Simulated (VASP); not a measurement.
# PbSe (Fmm2) in VASP: single point with PBEsol

Aim: the single point of PbSe with PBEsol.

All numbers are computed with VASP 6.6.1; they aren't measurements. Logs are shortened: lines on timing, memory, paths and dates and some standing lists are left out, and cuts for length are marked.

**1. Starting point**

Symmetry: Fmm2, No. 42, orthorhombic system. The conventional cell has a = 6.236 Å, b = 24.002 Å, c = 6.251 Å, α = 90.00°, β = 90.00°, γ = 90.00°. Pb (site symmetry m) has 5 Se at 2.83 to 3.21 Å as nearest neighbours. Around Se (site symmetry m) lie 5 Pb at 2.83 to 3.21 Å.

The cell comes from a database or a generator and needn't be the stable form of this composition.

**2. Single point, PBEsol**

Input file INCAR:

```
  PREC = Accurate
  ENCUT = 520
  EDIFF = 1E-6
  ISMEAR = 0
  SIGMA = 0.1
  LREAL = F
  LASPH = T
  NELM = 100
  ALGO = Normal
  ISIF = 2
  LWAVE = F
  LCHARG = F
  GGA = PS
  NBANDS = 28
```

Input file KPOINTS:

```
regular mesh
0
Gamma
  4 4 4
```

Input file POSCAR:

```
PbSe
1.0
    0.0000000000     12.0007990000      3.1254420000
    3.1181510000      0.0000000000      3.1254420000
    3.1181510000     12.0007990000      0.0000000000
Pb Se
2 2
Direct
    0.1907300000      0.8052670000      0.1947330000
    0.8052670000      0.1907300000      0.8092700000
    0.6744230000      0.2955810000      0.7044190000
    0.2955810000      0.6744230000      0.3255770000
```

Potentials or basis: VASP PAW PBE potentials, release 64 (Pb_d, Se).

Launch:

```bash
$ cat potpaw_PBE.64/Pb_d/POTCAR potpaw_PBE.64/Se/POTCAR > POTCAR
$ mpirun -np 1 vasp_std > vasp.out
```

OUTCAR:

```text
PREC = Accurate
   ENCUT = 520
   EDIFF = 1E-6
   ISMEAR = 0
   LREAL = F
   LASPH = T
   NELM = 100
   ISIF = 2
   GGA = PS

 ion  position               nearest neighbor table
   1  0.191  0.805  0.195-   4 2.83   3 3.05   3 3.12   3 3.12   3 3.21
   2  0.805  0.191  0.809-   3 2.83   4 3.05   4 3.12   4 3.12   4 3.21
   3  0.674  0.296  0.704-   2 2.83   1 3.05   1 3.12   1 3.12   1 3.21
   4  0.296  0.674  0.326-   1 2.83   2 3.05   2 3.12   2 3.12   2 3.21

  LATTYP: Found a face centered orthorhombic cell.
 ALAT       =     6.2363020000
 B/A-ratio  =     1.0023382447
 C/A-ratio  =     3.8486907786

  Lattice vectors:

 A1 = (   0.0000000000,  12.0007990000,   3.1254420000)
 A2 = (  -3.1181510000,  12.0007990000,   0.0000000000)
 A3 = (  -3.1181510000,   0.0000000000,   3.1254420000)

Analysis of symmetry for initial positions (statically):
=====================================================================
 Subroutine PRICEL returns:
 Original cell was already a primitive cell.

 Routine SETGRP: Setting up the symmetry group for a
 face centered orthorhombic supercell.

 Subroutine GETGRP returns: Found  4 space group operations
 (whereof  4 operations were pure point group operations)
 out of a pool of  8 trial point group operations.

The static configuration has the point symmetry C_2v.

Analysis of symmetry for dynamics (positions and initial velocities):
=====================================================================
 Subroutine PRICEL returns:
 Original cell was already a primitive cell.

 Routine SETGRP: Setting up the symmetry group for a
 face centered orthorhombic supercell.

 Subroutine GETGRP returns: Found  4 space group operations
 (whereof  4 operations were pure point group operations)
 out of a pool of  8 trial point group operations.

The dynamic configuration has the point symmetry C_2v.

 Subroutine INISYM returns: Found  4 space group operations
 (whereof  4 operations are pure point group operations),
 and found     1 'primitive' translations

----------------------------------------------------------------------------------------

                                     Primitive cell

  volume of cell :     233.9100

  direct lattice vectors                    reciprocal lattice vectors
     0.000000000 12.000799000  3.125442000    -0.160351439  0.041663893  0.159977373
     3.118151000  0.000000000  3.125442000     0.160351439 -0.041663893  0.159977373
     3.118151000 12.000799000  0.000000000     0.160351439  0.041663893 -0.159977373

  length of vectors
    12.401111415  4.414889959 12.399275878     0.230306804  0.230306804  0.230306804

  position of ions in fractional coordinates (direct lattice)
     0.190730000  0.805267000  0.194733000
     0.805267000  0.190730000  0.809270000
     0.674423000  0.295581000  0.704419000
     0.295581000  0.674423000  0.325577000

  ion indices of the primitive-cell ions
   primitive index   ion index
                 1           1
                 2           2
                 3           3
                 4           4

----------------------------------------------------------------------------------------

 KPOINTS: regular mesh

Automatic generation of k-mesh.
 Grid dimensions read from file:
 generate k-points for:    4    4    4

 Generating k-lattice:

  Cartesian coordinates                     Fractional coordinates (reciprocal lattice)
    -0.040087860  0.010415973  0.039994343     0.250000000  0.000000000  0.000000000
     0.040087860 -0.010415973  0.039994343     0.000000000  0.250000000 -0.000000000
     0.040087860  0.010415973 -0.039994343     0.000000000 -0.000000000  0.250000000

  Length of vectors
     0.057576701  0.057576701  0.057576701

  Shift w.r.t. Gamma in fractional coordinates (k-lattice)
     0.000000000  0.000000000  0.000000000

 Subroutine IBZKPT returns following result:
 ===========================================

 Found     18 irreducible k-points:

 Following reciprocal coordinates:
            Coordinates               Weight
  0.000000  0.000000  0.000000      1.000000
  0.250000  0.000000  0.000000      8.000000
  0.500000  0.000000  0.000000      4.000000
  0.250000  0.250000  0.000000      2.000000
  0.500000  0.250000  0.000000      8.000000
 -0.250000  0.250000 -0.000000      4.000000
[... 10 lines left out ...]
 -0.250000  0.250000  0.500000      2.000000
  0.000000  0.500000  0.500000      1.000000
   k-points           NKPTS =     18   k-points in BZ     NKDIM =     18   number of bands    NBANDS=     28
   number of dos      NEDOS =    301   number of ions     NIONS =      4
   total plane-waves  NPLWV = 331776
   dimension x,y,z NGX =    96 NGY =   36 NGZ =   96
   dimension x,y,z NGXF=   192 NGYF=   72 NGZF=  192
   ions per type =               2   2
   NGX,Y,Z   is equivalent  to a cutoff of  12.87, 13.56, 12.87 a.u.
   NGXF,Y,Z  is equivalent  to a cutoff of  25.74, 27.11, 25.74 a.u.
 SYSTEM =  unknown system
   PREC   = accura    normal or accurate (medium, high low for compatibility)
   ISTART =      0    job   : 0-new  1-cont  2-samecut
   ICHARG =      2    charge: 1-file 2-atom 10-const
   ISPIN  =      1    spin polarized calculation?
   LNONCOLLINEAR =      F non collinear calculations
   LSORBIT =      F    spin-orbit coupling
   LASPH  =      T    aspherical Exc in radial PAW
   ENCUT  =  520.0 eV  38.22 Ry    6.18 a.u.  23.06  8.21 23.05*2*pi/ulx,y,z
   NELM   =    100;   NELMIN=  2; NELMDL= -5     # of ELM steps
   EDIFF  = 0.1E-05   stopping-criterion for ELM
   LREAL  =      F    real-space projection
   EDIFFG = 0.1E-04   stopping-criterion for IOM
   NSW    =      0    number of steps for IOM
   IBRION =     -1    ionic relax: 0-MD 1-quasi-New 2-CG
   NFREE  =      0    steps in history (QN), initial steepest desc. (CG)
   ISIF   =      2    stress and relaxation
   ISYM   =      2    0-nonsym 1-usesym 2-fastsym
   POTIM  = 0.5000    time-step for ionic-motion
   TEBEG  =    0.0;   TEEND  =   0.0 temperature during run
   PSTRESS=    0.0 pullay stress
   NELECT =      40.0000    total number of electrons
   NUPDOWN=      -1.0000    fix difference up-down
   EMIN   =  10.00;   EMAX   =-10.00  energy-range for DOS
   EFERMI =   0.00;   METHOD = LEGACY
   ISMEAR =     0;   SIGMA  =   0.10  broadening in eV -4-tet -1-fermi 0-gaus
   EFERMI_NEDOS =   21; number of points for ismear=-14 and -15
   IALGO  =     38    algorithm
   IMIX   =      4    mixing-type and parameters
     AMIX     =   0.40;   BMIX     =  1.00
     AMIX_MAG =   1.60;   BMIX_MAG =  1.00
  volume/ion in A,a.u.               =      58.48       394.63
  Fermi-wavevector in a.u.,A,eV,Ry     =   0.908682  1.717160 11.234370  0.825703
  Thomas-Fermi vector in A             =   2.032637
   LORBIT       =      0    0 simple, 1 ext, 2 COOP (PROOUT), +10 PAW based schemes
   GGA     = PS    functional components
   LHFCALC =     F    Hartree Fock is set to
   AEXX    =    0.0000 exact exchange contribution
   IVDW    =     0    specifies the selected vdW correction
   LEPSILON=     F    determine dielectric tensor
   LRPA    =     F    only Hartree local field effects (RPA)
 non-spin polarized calculation
 Gauss-broadening in eV      SIGMA  =   0.10
  energy-cutoff  :      520.00
  volume of cell :      233.91
 maximum number of plane-waves:      6336
 NGX is ok and might be reduce to    96
   NGX = 45   NGY = 17   NGZ = 45

 number of electron      40.0000002 magnetization

 Free energy of the ion-electron system (eV)
  ---------------------------------------------------
  ext. energy  EPLUGINS =         0.00000000
  ---------------------------------------------------
  free energy    TOTEN  =       -17.33736038 eV

  energy without entropy =      -17.33736038  energy(sigma->0) =      -17.33736038

 E-fermi :   0.0503     XC(G=0):  -5.6133

 val. band max:       -0.4118538042   @ k =  -0.2500   0.0000   0.2500
 cond. band min:       1.2273803066   @ k =  -0.2500   0.0000   0.2500
 fundamental gap:      1.6392341108
 Fermi energy:         0.0503129826

 k-point     1 :       0.0000    0.0000    0.0000
  band No.  band energies     occupation
      1     -16.6430      2.00000
      2     -16.5492      2.00000
      3     -16.5415      2.00000
      4     -16.5325      2.00000
      5     -16.5324      2.00000
      6     -16.5309      2.00000
[... 20 lines left out ...]
     27       5.2182      0.00000
     28       5.3253      0.00000

 k-point     2 :       0.2500    0.0000    0.0000
  band No.  band energies     occupation
      1     -16.6176      2.00000
      2     -16.5473      2.00000
      3     -16.5430      2.00000
      4     -16.5397      2.00000
      5     -16.5380      2.00000
      6     -16.5267      2.00000
[... 20 lines left out ...]
     27       4.5254      0.00000
     28       6.0577      0.00000

 k-point     3 :       0.5000    0.0000    0.0000
  band No.  band energies     occupation
      1     -16.5737      2.00000
      2     -16.5737      2.00000
      3     -16.5504      2.00000
      4     -16.5504      2.00000
      5     -16.5284      2.00000
      6     -16.5284      2.00000
[... 20 lines left out ...]
     27       5.6418      0.00000
     28       6.0061      0.00000

 k-point     4 :       0.2500    0.2500    0.0000
  band No.  band energies     occupation
      1     -16.6121      2.00000
      2     -16.5727      2.00000
      3     -16.5394      2.00000
      4     -16.5384      2.00000
      5     -16.5373      2.00000
      6     -16.5221      2.00000
[... 20 lines left out ...]
     27       4.8350      0.00000
     28       6.0895      0.00000

 k-point     5 :       0.5000    0.2500    0.0000
  band No.  band energies     occupation
      1     -16.6027      2.00000
      2     -16.6026      2.00000
      3     -16.5427      2.00000
      4     -16.5422      2.00000
      5     -16.5291      2.00000
      6     -16.5287      2.00000
[... 20 lines left out ...]
     27       5.6439      0.00000
     28       5.9206      0.00000

 k-point     6 :      -0.2500    0.2500   -0.0000
  band No.  band energies     occupation
      1     -16.6117      2.00000
      2     -16.5721      2.00000
      3     -16.5388      2.00000
      4     -16.5388      2.00000
      5     -16.5375      2.00000
      6     -16.5219      2.00000
[... 277 lines left out ...]
      5     -16.5375      2.00000
      6     -16.5219      2.00000
[... 20 lines left out ...]
     27       5.4019      0.00000
     28       5.9343      0.00000

 k-point    16 :       0.5000    0.0000    0.5000
  band No.  band energies     occupation
      1     -16.6431      2.00000
      2     -16.5492      2.00000
      3     -16.5415      2.00000
      4     -16.5325      2.00000
      5     -16.5324      2.00000
      6     -16.5309      2.00000
[... 20 lines left out ...]
     27       5.1538      0.00000
     28       5.2221      0.00000

 k-point    17 :      -0.2500    0.2500    0.5000
  band No.  band energies     occupation
      1     -16.6121      2.00000
      2     -16.5727      2.00000
      3     -16.5394      2.00000
      4     -16.5384      2.00000
      5     -16.5373      2.00000
      6     -16.5221      2.00000
[... 20 lines left out ...]
     27       5.4044      0.00000
     28       5.9311      0.00000

 k-point    18 :       0.0000    0.5000    0.5000
  band No.  band energies     occupation
      1     -16.6301      2.00000
      2     -16.6300      2.00000
      3     -16.5444      2.00000
      4     -16.5440      2.00000
      5     -16.5261      2.00000
      6     -16.5257      2.00000
[... 20 lines left out ...]
     27       6.0179      0.00000
     28       6.0685      0.00000

------------------------ aborting loop because EDIFF is reached ----------------------------------------

  FORCE on cell =-STRESS in cart. coord.  units (eV):
  Direction    XX          YY          ZZ          XY          YZ          ZX
  --------------------------------------------------------------------------------------
  -------------------------------------------------------------------------------------
  Total       -1.9555006     -1.5018891     -1.9785000      0.0000000      0.0000000      0.0000000
  in kB      -13.3942930    -10.2872596    -13.5518286      0.0000000      0.0000000      0.0000000
  external PRESSURE =     -12.4111271 kB  Pullay stress =       0.0000000 kB

 VOLUME and BASIS-vectors are now :
 -----------------------------------------------------------------------------
  energy-cutoff  :      520.00
  volume of cell :      233.91
      direct lattice vectors                 reciprocal lattice vectors
     0.000000000 12.000799000  3.125442000    -0.160351439  0.041663893  0.159977373
     3.118151000  0.000000000  3.125442000     0.160351439 -0.041663893  0.159977373
     3.118151000 12.000799000  0.000000000     0.160351439  0.041663893 -0.159977373

 POSITION                                       TOTAL-FORCE (eV/Angst)
 -----------------------------------------------------------------------------------
      3.11815      4.62586      3.11293         0.000000      0.250189      0.008840
      3.11815     19.37573      3.11293         0.000000     -0.250189      0.008840
      3.11815     16.54721      3.03169         0.000000      0.269215     -0.008840
      3.11815      7.45439      3.03169         0.000000     -0.269215     -0.008840
 -----------------------------------------------------------------------------------
    total drift:                               -0.000023     -0.000009      0.000172

  FREE ENERGIE OF THE ION-ELECTRON SYSTEM (eV)
  ---------------------------------------------------
  free  energy   TOTEN  =       -17.3373603828 eV

  energy  without entropy=      -17.3373603828  energy(sigma->0) =      -17.33736038
```

Run time: 3.7 min. Hardware: 1 thread of Intel Xeon Platinum 8375C at 2.90GHz (Ice Lake), shared host; peak memory 0.69 GiB.

What came out:

```yaml
Free_energy: -17.3374 eV
Pressure: -1.2 GPa
Largest_force: 0.269 eV/Å
Band_gap_on_the_k_mesh: 1.64 eV, direct
```

Forces in eV/Å, atoms in the order of the input:
```
Pb   0.000  0.250  0.009
Pb   0.000 -0.250  0.009
Se   0.000  0.269 -0.009
Se   0.000 -0.269 -0.009
```

Caveat: the PAW data sets were made with another functional, which shifts forces and pressure a little; spin-orbit coupling is left out, which as a rule narrows the gap of such compounds by several tenths of an eV. A k mesh can miss the band edges.
